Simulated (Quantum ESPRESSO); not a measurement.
BaTiO3: zone-centre phonons under several settings

```
CELL_PARAMETERS angstrom
2.82737 1.63238 2.31839
-2.82737 1.63238 2.31839
0.00000 -3.26476 2.31839
ATOMIC_POSITIONS crystal
Ba 0.00000 0.00000 0.00000
Ti 0.48450 0.48450 0.48450
O 0.50860 0.01750 0.50860
O 0.01750 0.50860 0.50860
O 0.50860 0.50860 0.01750
```

All runs used Quantum ESPRESSO 7.5; k mesh 2 × 2 × 2, shifted; no spin polarisation; occupations smeared at first, fixed for the response.

| level | potentials | geometry | cutoff (eV) | volume (Å³/atom) | pressure (GPa) | lowest optical mode without the field (cm⁻¹) | highest optical mode without the field (cm⁻¹) | sum of the Born charges (e) |
| --- | --- | --- | --- | --- | --- | --- | --- | --- |
| PBE+D2 | PseudoDojo 0.4.1 SR PBE standard | volume scaled by 1.04 | 1143 | 13.35 | -9.0 | 160 | 502 | 0.42 |
| PBEsol | GBRV 1.5 PBEsol | relaxed cell | 612 | ? | 0.0 | ? | ? | ? |

Question: What stands in the row left open?

Answer: Volume 12.55 Å³/atom; lowest optical mode without the field 167 cm⁻¹; highest optical mode without the field 493 cm⁻¹; sum of the Born charges 0.65 e.

Caveats: all runs use coarse meshes; the atoms weren't relaxed first, which shifts the frequencies (some runs); this release of the barium file is off (some runs); the cell is more than 3 GPa from zero pressure, which shifts response properties (some runs); the cell relaxed to another space group than the one typed (some runs).

For the row left open. Caveat: the k mesh is coarse (spacing up to 0.78 Å⁻¹), so the values aren't converged; the mesh is thin for the dielectric tensor, Born charges and intensities, which usually come out too large; the cell relaxed to another space group than the one typed; the Born charges break their sum rule by 0.65 e, a sign of too thin a mesh.
